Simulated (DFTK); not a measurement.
Crystal: Hf.

```
CELL_PARAMETERS angstrom
-1.80500 1.80500 1.80500
1.80500 -1.80500 1.80500
1.80500 1.80500 -1.80500
ATOMIC_POSITIONS crystal
Hf 0.00000 0.00000 0.00000
```

This isn't the form of Hf at room conditions, which is hcp.

Base run:

| Item | Value |
| --- | --- |
| Program | DFTK 0.8.2 |
| Functional | TM |
| Potentials or basis | in-house norm-conserving set (r2SCAN, scalar relativistic) |
| Cutoff | 1225 eV |
| k mesh | 8 × 8 × 8 |
| Occupations | fermi-dirac, width 0.05 eV |
| Spin | no spin polarisation |

Its results: band gap on the k mesh none (metal or under the smearing width); pressure -9.3 GPa.

The run is repeated on the same cell with these changes: functional from TM to TASK; k mesh from 8 × 8 × 8 to 7 × 7 × 7. What comes out?

Band gap on the k mesh none (metal or under the smearing width); pressure 0.0 GPa.

Several settings changed at once, so the effect can't be laid on one alone.

Caveats: the potentials were made for another functional, which shifts forces and pressure; spin-orbit coupling is left out, which moves the levels of the heavy elements; the program warned that the kinetic-energy density falls under its von Weizsäcker bound, which can give unphysical results (some runs).
